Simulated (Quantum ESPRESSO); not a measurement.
# InP (F-43m) in Quantum ESPRESSO: a series of runs, part 5 of 5

Quantum ESPRESSO 7.5. Earlier steps stand in the parts before.

## (6) Phonons, LDA, target pressure 80 GPa, at which the enthalpy is minimised

File pw.in:

```
&CONTROL
  calculation = 'scf'
  prefix = 'pwscf'
  outdir = './tmp'
  pseudo_dir = './pseudo'
  tprnfor = .true.
  tstress = .true.
  disk_io = 'low'
/
&SYSTEM
  ibrav = 0
  nat = 2
  ntyp = 2
  ecutwfc = 56
  ecutrho = 448
  nbnd = 15
  occupations = 'smearing'
  smearing = 'fd'
  degauss = 0.00367493
/
&ELECTRONS
  conv_thr = 4d-10
  electron_maxstep = 120
  mixing_beta = 0.5
/
ATOMIC_SPECIES
In   114.8180 in_lda_v1.4.uspp.F.UPF
P     30.9738 p_lda_v1.5.uspp.F.UPF
CELL_PARAMETERS bohr
   0.0000000000    5.5378424082    5.5378424082
   5.5378424082    0.0000000000    5.5378424082
   5.5378424082    5.5378424082    0.0000000000
ATOMIC_POSITIONS bohr
In     0.0000000000    0.0000000000    0.0000000000
P      8.3067636123    8.3067636123    8.3067636123
K_POINTS automatic
4 4 4 1 1 1
```

File relax.in:

```
&CONTROL
  calculation = 'vc-relax'
  prefix = 'pwscf'
  outdir = './tmp'
  pseudo_dir = './pseudo'
  tprnfor = .true.
  tstress = .true.
  disk_io = 'low'
  nstep = 40
  forc_conv_thr = 0.0001
  etot_conv_thr = 1d-06
/
&SYSTEM
  ibrav = 0
  nat = 2
  ntyp = 2
  ecutwfc = 56
  ecutrho = 448
  nbnd = 15
  occupations = 'smearing'
  smearing = 'fd'
  degauss = 0.00367493
/
&ELECTRONS
  conv_thr = 4d-10
  electron_maxstep = 120
  mixing_beta = 0.5
/
&IONS
  ion_dynamics = 'bfgs'
/
&CELL
  cell_dynamics = 'bfgs'
  press = 800
  press_conv_thr = 0.2
/
ATOMIC_SPECIES
In   114.8180 in_lda_v1.4.uspp.F.UPF
P     30.9738 p_lda_v1.5.uspp.F.UPF
CELL_PARAMETERS bohr
   0.0000000000    5.5378424082    5.5378424082
   5.5378424082    0.0000000000    5.5378424082
   5.5378424082    5.5378424082    0.0000000000
ATOMIC_POSITIONS bohr
In     0.0000000000    0.0000000000    0.0000000000
P      8.3067636123    8.3067636123    8.3067636123
K_POINTS automatic
4 4 4 1 1 1
```

File scf2.in:

```
&CONTROL
  calculation = 'scf'
  prefix = 'pwscf'
  outdir = './tmp'
  pseudo_dir = './pseudo'
  tprnfor = .true.
  tstress = .true.
  disk_io = 'low'
/
&SYSTEM
  ibrav = 0
  nat = 2
  ntyp = 2
  ecutwfc = 56
  ecutrho = 448
  nbnd = 15
  occupations = 'fixed'
/
&ELECTRONS
  conv_thr = 1d-13
  electron_maxstep = 120
  mixing_beta = 0.5
  startingpot = 'file'
  startingwfc = 'file'
/
ATOMIC_SPECIES
In   114.8180 in_lda_v1.4.uspp.F.UPF
P     30.9738 p_lda_v1.5.uspp.F.UPF
CELL_PARAMETERS bohr
   0.0000000000    4.7641119310    4.7641119310
   4.7641119310    0.0000000000    4.7641119310
   4.7641119310    4.7641119310    0.0000000000
ATOMIC_POSITIONS bohr
In     0.0000000000    0.0000000000    0.0000000000
P      7.1461678966    7.1461678966    7.1461678966
K_POINTS automatic
4 4 4 1 1 1
```

File ph.in:

```
phonons of InP
&INPUTPH
  prefix = 'pwscf'
  outdir = './tmp'
  tr2_ph = 1d-18
  fildyn = 'dyn'
  niter_ph = 90
  alpha_mix(1) = 0.7
  epsil = .true.
/
0.0000000000 0.0000000000 0.0000000000
```

File dynmat.in:

```
&INPUT
  fildyn = 'dyn'
  asr = 'crystal'
  lperm = .true.
  filout = 'dynmat.disp'
  fileig = 'dynmat.eig'
/
```

File dynmat_lo.in:

```
&INPUT
  fildyn = 'dyn'
  asr = 'crystal'
  filout = 'dynmat_lo.disp'
  fileig = 'dynmat_lo.eig'
  q(1) = 0
  q(2) = 0
  q(3) = 1
/
```

Potentials or basis: GBRV 1.5 LDA.

Command:

```bash
> OMP_NUM_THREADS=1 pw.x -in pw.in > pw.out
> OMP_NUM_THREADS=1 pw.x -in relax.in > relax.out
> OMP_NUM_THREADS=1 pw.x -in scf2.in > scf2.out
> OMP_NUM_THREADS=1 ph.x -in ph.in > ph.out
> OMP_NUM_THREADS=1 dynmat.x -in dynmat.in > dynmat.out
> OMP_NUM_THREADS=1 dynmat.x -in dynmat_lo.in > dynmat_lo.out
```

pw.out:

```text
This program is part of the open-source Quantum ESPRESSO suite
     for quantum simulation of materials; please cite
[... 9 lines left out ...]
     --------------------
     sticks:   dense  smooth     PW     G-vecs:    dense   smooth      PW
     Sum        1891     955    283                54313    19339    3143

     Using Slab Decomposition

     bravais-lattice index     =            0
     lattice parameter (alat)  =       7.8317  a.u.
     unit-cell volume          =     339.6658 (a.u.)^3
     number of atoms/cell      =            2
     number of atomic types    =            2
     number of electrons       =        18.00
     number of Kohn-Sham states=           15
     kinetic-energy cutoff     =      56.0000  Ry
     charge density cutoff     =     448.0000  Ry
     scf convergence threshold =      4.0E-10
     mixing beta               =       0.5000
     number of iterations used =            8  plain     mixing
     Exchange-correlation=  SLA  PZ   NOGX NOGC
                           (   1   1   0   0   0   0   0)

     celldm(1)=   7.831692  celldm(2)=   0.000000  celldm(3)=   0.000000
     celldm(4)=   0.000000  celldm(5)=   0.000000  celldm(6)=   0.000000

     crystal axes: (cart. coord. in units of alat)
               a(1) = (   0.000000   0.707107   0.707107 )
               a(2) = (   0.707107   0.000000   0.707107 )
               a(3) = (   0.707107   0.707107   0.000000 )

     reciprocal axes: (cart. coord. in units 2 pi/alat)
               b(1) = ( -0.707107  0.707107  0.707107 )
               b(2) = (  0.707107 -0.707107  0.707107 )
               b(3) = (  0.707107  0.707107 -0.707107 )

     PseudoPot. # 1 for In read from file:
     in_lda_v1.4.uspp.F.UPF
     Pseudo is Ultrasoft + core correction, Zval = 13.0
     Generated by new atomic code, or converted to UPF format
     Using radial grid of  889 points,  6 beta functions with:
                l(1) =   0
                l(2) =   0
                l(3) =   1
                l(4) =   1
                l(5) =   2
                l(6) =   2
     Q(r) pseudized with  6 coefficients,  rinner =    1.400   1.400   1.400
                                                       1.400   1.400

[... 24 lines left out ...]
         2        P      tau(   2) = (   1.0606602   1.0606602   1.0606602  )

     number of k points=    10  Fermi-Dirac smearing, width (Ry)=  0.0037
                       cart. coord. in units 2pi/alat
        k(    1) = (   0.0883883   0.0883883   0.0883883), wk =   0.0625000
        k(    2) = (   0.2651650   0.2651650  -0.0883883), wk =   0.1875000
        k(    3) = (  -0.2651650  -0.2651650   0.4419417), wk =   0.1875000
        k(    4) = (  -0.0883883  -0.0883883   0.2651650), wk =   0.1875000
        k(    5) = (   0.4419417   0.0883883   0.0883883), wk =   0.1875000
        k(    6) = (  -0.0883883  -0.4419417   0.6187184), wk =   0.3750000
        k(    7) = (   0.0883883  -0.2651650   0.4419417), wk =   0.3750000
        k(    8) = (  -0.6187184   0.0883883   0.0883883), wk =   0.1875000
        k(    9) = (   0.2651650   0.2651650   0.2651650), wk =   0.0625000
        k(   10) = (  -0.2651650  -0.2651650   0.7954951), wk =   0.1875000

     Dense  grid:    54313 G-vectors     FFT dimensions: (  54,  54,  54)

     Smooth grid:    19339 G-vectors     FFT dimensions: (  40,  40,  40)

     Initial potential from superposition of free atoms

     starting charge      16.4999, renormalised to      18.0000
     Starting wfcs are   13 randomized atomic wfcs +    2 random wfcs

     Self-consistent Calculation

     iteration #  1     ecut=    56.00 Ry     beta= 0.50
     Davidson diagonalization with overlap
     ethr =  1.00E-02,  avg # of iterations =  7.8

     total energy              =    -147.72528583 Ry
     estimated scf accuracy    <       2.66376562 Ry
[... 50 lines left out ...]
     iteration #  9     ecut=    56.00 Ry     beta= 0.50
     Davidson diagonalization with overlap
     ethr =  1.41E-10,  avg # of iterations =  3.7

     End of self-consistent calculation

          k = 0.0884 0.0884 0.0884 (  2400 PWs)   bands (ev):

    -7.4443  -7.4172  -7.4172  -7.2698  -7.2698  -4.6583   5.1144   6.5414
     6.5414   8.1954  10.8183  10.9575  10.9575  15.4863  15.4863

          k = 0.2652 0.2652-0.0884 (  2409 PWs)   bands (ev):

    -7.5130  -7.3912  -7.3883  -7.2729  -7.2611  -3.7928   2.5788   4.9681
     6.1105   9.0629  11.3609  11.5384  12.0845  14.6496  16.2196

          k =-0.2652-0.2652 0.4419 (  2410 PWs)   bands (ev):
[... 16 lines left out ...]
    -7.5776  -7.3613  -7.3331  -7.2932  -7.2517  -2.4793   1.0742   3.5469
     4.4240   9.7687  11.0030  12.4177  14.0618  15.4117  17.6987

          k = 0.0884-0.2652 0.4419 (  2404 PWs)   bands (ev):

    -7.5508  -7.3763  -7.3602  -7.2819  -7.2542  -3.1060   1.6312   4.1198
     5.2453   9.7845  10.7937  11.8666  13.2977  15.2278  17.3882

          k =-0.6187 0.0884 0.0884 (  2401 PWs)   bands (ev):

    -7.5988  -7.3342  -7.3264  -7.3121  -7.2392  -2.5490   1.0868   4.0098
     4.5237   8.6683   9.5336  14.3793  14.9439  16.0985  17.5097

          k = 0.2652 0.2652 0.2652 (  2421 PWs)   bands (ev):
[... 6 lines left out ...]
    -7.5610  -7.3704  -7.3540  -7.2769  -7.2600  -2.7165   1.1602   3.5779
     5.2172   9.3251  11.4930  12.8509  13.3870  15.1658  15.8675

     the Fermi energy is     7.3420 ev

!    total energy              =    -148.70722211 Ry
     estimated scf accuracy    <          1.9E-10 Ry
     smearing contrib. (-TS)   =      -0.00000000 Ry
     internal energy E=F+TS    =    -148.70722210 Ry

     The total energy is F=E-TS. E is the sum of the following terms:
     one-electron contribution =     -55.84954650 Ry
     hartree contribution      =      40.00222791 Ry
     xc contribution           =     -43.13949932 Ry
     ewald contribution        =     -89.72040420 Ry

     convergence has been achieved in   9 iterations

     Forces acting on atoms (cartesian axes, Ry/au):

     atom    1 type  1   force =     0.00000000    0.00000000    0.00000000
     atom    2 type  2   force =     0.00000000    0.00000000    0.00000000

     Total force =     0.000000     Total SCF correction =     0.000000

     Computing stress (Cartesian axis) and pressure

          total   stress  (Ry/bohr**3)                   (kbar)     P=      -13.70
  -0.00009314   0.00000000   0.00000000          -13.70        0.00        0.00
   0.00000000  -0.00009314  -0.00000000            0.00      -13.70       -0.00
   0.00000000   0.00000000  -0.00009314            0.00        0.00      -13.70

=------------------------------------------------------------------------------=
   JOB DONE.
=------------------------------------------------------------------------------=
```

relax.out:

```text
This program is part of the open-source Quantum ESPRESSO suite
     for quantum simulation of materials; please cite
[... 9 lines left out ...]
     --------------------
     sticks:   dense  smooth     PW     G-vecs:    dense   smooth      PW
     Sum        1891     955    283                54313    19339    3143
[... 1158 lines left out ...]
   0.00547737  -0.00000000  -0.00000000          805.75       -0.00       -0.00
  -0.00000000   0.00547737  -0.00000000           -0.00      805.75       -0.00
  -0.00000000  -0.00000000   0.00547737           -0.00       -0.00      805.75

=------------------------------------------------------------------------------=
   JOB DONE.
=------------------------------------------------------------------------------=
```

Run time: 3.5 min. Hardware: 1 thread of Arm Neoverse V2, shared host; peak memory 0.23 GiB.

What came out:

```yaml
Free_energy: -2020.2965 eV
Relaxed_volume: 16.02 Å³/atom
Relaxed_cell: a = 3.565 Å, b = 3.565 Å, c = 3.565 Å, α = 60.00°, β = 60.00°, γ = 60.00°
Space_group_after_relaxing_to_0.05_Å: F-43m (No. 216)
Pressure_after_relaxing: 80.6 GPa
Electronic_dielectric_tensor_diagonal: 10.40
Born_charges_mean_of_the_diagonal: In +1.83; P -1.91 e
Highest_phonon_frequency_at_Γ_LO-TO_splitting_left_out: 516 cm⁻¹
Static_dielectric_tensor_diagonal: 11.23
```

Step by step:
| step | energy change (eV) | largest force (eV/Å) | pressure (GPa) | volume (Å³) |
| --- | --- | --- | --- | --- |
| 1 | 0.0000 | 0.0000 | -1.37 | 50.33 |
| 2 | 2.6655 | 0.0000 | 74.96 | 32.50 |
| 3 | 3.0290 | 0.0000 | 83.24 | 31.77 |
| 4 | 2.8842 | 0.0000 | 79.95 | 32.05 |
| 5 | 2.8864 | 0.0000 | 80.00 | 32.05 |

Final structure:
```
In P
1.0
     0.00000    2.52106    2.52106
     2.52106    0.00000    2.52106
     2.52106    2.52106    0.00000
In P
1 1
Direct
  0.00000 0.00000 0.00000
  0.75000 0.75000 0.75000
```

Phonon frequencies in cm⁻¹ (negative: imaginary):
| q point | frequencies |
| --- | --- |
| (0.000, 0.000, 0.000) | -6 -6 -6 516 516 516 |

Electronic dielectric tensor:
```
10.40  0.00  0.00
 0.00 10.40  0.00
 0.00  0.00 10.40
```

Born effective charge tensors (e):
atom 1, In
```
1.83 0.00 0.00
0.00 1.83 0.00
0.00 0.00 1.83
```
atom 2, P
```
-1.91  0.00  0.00
 0.00 -1.91  0.00
 0.00  0.00 -1.91
```

Optical modes at Γ, degenerate ones joined, polar ones without the macroscopic field:
```tsv
cm⁻¹	components	symmetry	active in	IR intensity, summed ((D/Å)²/amu)
516	3	T2	IR and Raman	9.95
```

Zone-centre frequencies without and with the macroscopic field along z (cm⁻¹):
```tsv
	optical modes in rising order
without	516 516 516
with the field	516 516 536
```

Static dielectric tensor, electrons and zone-centre modes:
```
11.23  0.00  0.00
 0.00 11.23  0.00
 0.00  0.00 11.23
```

Caveat: the mesh is thin for the dielectric tensor, Born charges and intensities, which usually come out too large; the volume moved by over 15 % at a fixed basis, so the end points are rough; the cell is more than 3 GPa from zero pressure, which shifts response properties; the Born charges break their sum rule by 0.08 e, a sign of too thin a mesh.

## (7) The runs side by side

| cell | pressure (GPa) |
| --- | --- |
| relaxed | 0.1 |
| relaxed to 10 GPa | 10.5 |
| relaxed to 25 GPa | 25.8 |
| relaxed to 50 GPa | 50.9 |
| relaxed to 80 GPa | 80.6 |

Alike in all rows: task phonons; level LDA; potentials or basis GBRV 1.5 LDA; no spin polarisation; k mesh 4 × 4 × 4, shifted; cutoff (eV) 762; smearing fermi-dirac 0.05 eV.

Caveats: the cell is more than 3 GPa from zero pressure, which shifts response properties (some runs); the volume moved by over 15 % at a fixed basis, so the end points are rough (some runs).

Absolute energies hang on the potentials; compare differences alone.

## (8) How close it comes

Step 2. Measured high-frequency dielectric constant of InP: 9.61 (300 K; a printed reference work, textbook). This calculation gives 12.31 (+28.1 %).
